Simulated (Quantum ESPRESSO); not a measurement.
Runs of Quantum ESPRESSO 7.5 on ZrB2. Symmetry: P6/mmm, No. 191, hexagonal system. Conventional cell: a = 3.170 Å, b = 3.170 Å, c = 3.533 Å, α = 90.00°, β = 90.00°, γ = 120.00°. Zr (site symmetry 6/mmm) has 12 B at 2.54 Å as nearest neighbours. Around B (site symmetry -6m2) lie 3 B at 1.83 Å. 

```csv
task,level,potentials or basis,spin,cell,most ionic steps,forc conv thr,etot conv thr,ion dynamics,cell dynamics,gap on the mesh (eV),pressure (GPa)
band structure,PBEsol,PseudoDojo 0.4.1 SR PBEsol standard,off,as given,-,-,-,-,-,none,-3.7
band structure,PBE,PseudoDojo 0.4 FR PBE standard,"SOC, no magnetisation",as given,-,-,-,-,-,none,0.9
relaxation of cell and atoms,PBE+D3(BJ),PseudoDojo 0.4.1 SR PBE standard,off,relaxed to 0.3 kbar,40,0.0004 Ry/bohr,1e-05 Ry,bfgs,bfgs,none,0.0
band structure,PBE,PseudoDojo 0.4.1 SR PBE standard,off,as given,-,-,-,-,-,none,0.8
relaxation of cell and atoms,PBEsol,PseudoDojo 0.4.1 SR PBEsol standard,off,relaxed to 0.3 kbar,40,0.0004 Ry/bohr,1e-05 Ry,bfgs,bfgs,none,0.0
band structure,LDA,PseudoDojo 0.4.1 SR LDA standard,off,as given,-,-,-,-,-,none,(a)
relaxation of cell and atoms,LDA,PseudoDojo 0.4.1 SR LDA standard,off,relaxed to 0.3 kbar,40,0.0004 Ry/bohr,1e-05 Ry,bfgs,bfgs,none,0.0
```

Alike in all rows: k mesh 10 × 10 × 8; cutoff (eV) 1034; smearing fermi-dirac 0.05 eV.

Problem. Fill in the values left out.

Solution. (a) -8.6.

Caveats: pairwise dispersion overbinds metals, which lowers pressure and volume (some runs).

A k mesh can miss the band edges, and rows without SOC leave out spin-orbit coupling on Zr.

A gap of «none» marks a metal or a gap under the smearing width.
